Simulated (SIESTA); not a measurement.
The system is W.

```
CELL_PARAMETERS angstrom
-1.58234 1.58234 1.58234
1.58234 -1.58234 1.58234
1.58234 1.58234 -1.58234
ATOMIC_POSITIONS crystal
W 0.00000 0.00000 0.00000
```

Base run:

- Program: SIESTA 5.4.2
- Functional: PBE
- Potentials or basis: PseudoDojo 0.4 standard (PBE files)
- Basis: DZP (energy shift 0.002 Ry)
- Grid cutoff: 800 Ry
- Energy shift: 0.002 Ry
- k mesh: 12 × 12 × 12
- Occupations: fermi-dirac, width 0.05 eV
- Spin: no spin polarisation

Its results: band gap on the k mesh none (metal or under the smearing width); pressure 10.3 GPa.

Question: After a change of settings the same cell gave: band gap on the k mesh none (metal or under the smearing width); pressure 8.5 GPa. Which change was it?
A. basis from DZP (energy shift 0.002 Ry) to TZDP (energy shift 0.01 Ry); energy shift from 0.002 Ry to 0.01 Ry
B. basis from DZP (energy shift 0.002 Ry) to TZDP (energy shift 0.002 Ry)
C. basis from DZP (energy shift 0.002 Ry) to DZP (energy shift 0.003 Ry; two zetas on semicore shells); energy shift from 0.002 Ry to 0.003 Ry

Answer: B.

Caveats: semicore shells carry a single zeta, which can move pressures by several GPa and volumes by a few percent; the basis of atomic orbitals isn't converged, which shifts pressures, moduli and gaps.

Not every run made on this cell is shown here.
